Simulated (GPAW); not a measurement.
Runs of GPAW 26.7.0 on PtSe2 (Sudovikovite). Symmetry: P-3m1, No. 164, trigonal system. The conventional cell has a = 3.724 Å, b = 3.724 Å, c = 5.062 Å, α = 90.00°, β = 90.00°, γ = 120.00°. Around Pt (site symmetry -3m) lie 6 Se at 2.49 Å. Around Se (site symmetry 3m) lie 3 Pt at 2.49 Å. 

```csv
task,level,potentials or basis,spin,cell,k mesh,band path,band points,spin axis theta (degrees),spin axis phi (degrees),optimizer,pressure (GPa),largest force (eV/Å)
band structure,r4SCAN,"GPAW PAW data sets (gpaw-data 1.2.1), pw","SOC, no magnetisation",as given,6 × 6 × 4,"GMKGALHA,LM,KH",60,54.7,45,-,3.7,(a)
band structure,rSCAN,"GPAW PAW data sets (gpaw-data 1.2.1), pw","SOC, no magnetisation",as given,6 × 6 × 4,"GMKGALHA,LM,KH",80,0,0,-,(b),(c)
relaxation of cell and atoms,revPBE+D3(BJ),"the program's PAW data sets (release 1.2.1) made for this functional, pw",off,relaxed,6 × 6 × 4,-,-,-,-,LBFGS,0.2,0.03
band structure,C09-vdW,"GPAW PAW data sets (gpaw-data 1.2.1), pw","SOC, no magnetisation",as given,6 × 6 × 4,"GMKGALHA,LM,KH",80,90,0,-,-,0.77
band structure,PBEsol,"PAW data sets generated in the run's folder for this functional, pw","SOC, no magnetisation",as given,8 × 8 × 5,"GMKGALHA,LM,KH",60,54.7,45,-,2.2,0.37
band structure,PW91,"PAW data sets generated in the run's folder for this functional, pw","SOC, no magnetisation",as given,6 × 6 × 4,"GMKGALHA,LM,KH",80,0,0,-,7.4,0.64
```

Alike in all rows: cutoff (eV) 600; smearing fermi-dirac 0.05 eV.

Question: Estimate the missing entries.

Answer: (a) 0.28; (b) 5.1; (c) 0.39.

Caveats: spin-orbit coupling was added after a scalar SCF, so levels and gaps hold it while energy, forces, pressure and moments don't (some runs); the PAW data sets were made with another functional, which shifts forces and pressure a little (some runs); later steps reuse the first step's grids (some runs); pairwise dispersion overbinds metals, which lowers pressure and volume (some runs).
